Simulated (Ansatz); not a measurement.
Write the native input for Ansatz 0.2.0 that does the following.

| Quantity | Value |
| --- | --- |
| Task | relaxation of the atoms |
| Functional | PBE |
| Potentials or basis | all-electron LAPW, scalar-relativistic |
| Basis error allowed | 0.001 eV/atom |
| k mesh | 8 × 8 × 8 |
| Occupations | fermi-dirac, width 0.05 eV |
| Spin | no spin polarisation |

MgS:

```
S Mg
1.0
     0.00000    2.83312    2.83312
     2.94644    0.00000    2.83312
     2.94644    2.83312    0.00000
S Mg
1 1
Direct
  0.25000 0.25000 0.25000
  0.00000 0.00000 0.00000
```

The cell comes from a database or a generator and needn't be the stable form of this composition.

The cell isn't the ideal one: strain = 0.04.

These files were run (other wordings do the same):

input.yaml

```yaml
crystal:
  lattice:
    - [0.0, 2.8331200468, 2.8331200468]
    - [2.9464448487, 0.0, 2.8331200468]
    - [2.9464448487, 2.8331200468, 0.0]
  atoms:
    - { symbol: S, position: [0.25, 0.25, 0.25] }
    - { symbol: Mg, position: [0.0, 0.0, 0.0] }
kpoints:
  mp_grid: { grid: [8, 8, 8] }
scf:
  occupations: { method: fermi_dirac, width: 0.05 }
hamiltonian:
  xc: pbe
  pseudopotentials: { kind: all_electron, lapw: { basis_error: 0.001 } }
output:
  forces: true
  stress: true
relax:
  f_tol: 0.02
  max_steps: 60
```

Potentials or basis: all-electron LAPW, scalar-relativistic.

The run is started by

```bash
$ ansatz run input.yaml --threads 1 --pin off --max-ram 3072MiB --backend cpu --events-out ev --progress --plain --runs-dir out
```

It gave:

- Pressure after relaxing: -1.2 GPa
- Band gap on the k mesh: 3.21 eV

Caveat: the relaxation stopped at its first step, so nothing moved.

Run time: 20 s on 1 thread of Intel(R) Xeon(R) Processor @ 2.50GHz (Skylake/Cascade Lake), on a shared host, peak memory 0.3 GiB.
